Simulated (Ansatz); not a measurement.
Runs of Ansatz 0.2.0 on ZrB2. Symmetry: P6/mmm, No. 191, hexagonal system. The conventional cell has a = 3.170 Å, b = 3.170 Å, c = 3.533 Å, α = 90.00°, β = 90.00°, γ = 120.00°. Zr (site symmetry 6/mmm) is surrounded by 12 B at 2.54 Å. B (site symmetry -6m2) is surrounded by 3 B at 1.83 Å. 

| task | level | cell | cutoff (eV) | points for each segment of the path | gap on the mesh (eV) | pressure (GPa) | relaxed volume (Å³/atom) |
| --- | --- | --- | --- | --- | --- | --- | --- |
| relaxation of cell and atoms | BLYP | relaxed | 420 | - | - | 0.0 | 10.58 |
| band structure | r2SCAN | as given | 500 | 14 | none | 0.8 | - |
| relaxation of cell and atoms | BLYP+D3(BJ) | relaxed | 420 | - | none | 0.0 | 9.96 |
| relaxation of cell and atoms | BLYP+D4 | relaxed | 420 | - | - | 0.0 | (a) |

Alike in all rows: potentials or basis Ansatz PAW; no spin polarisation; k mesh 10 × 10 × 8; smearing fermi-dirac 0.05 eV.

Question: Estimate the missing entries.

Answer: (a) 10.09.

Caveats: the PAW data sets come from PBE, with cores solved anew for the run's functional, which leaves a small shift of forces and pressure; the plane-wave basis is chosen anew once the cell has moved, so the energies of steps on either side of that aren't comparable (some runs); pairwise dispersion overbinds metals, which lowers pressure and volume (some runs).

A k mesh can miss the band edges, and the runs leave out spin-orbit coupling on Zr.

A gap of «none» marks a metal or a gap under the smearing width.

Runs at the PBE level aren't shown here.
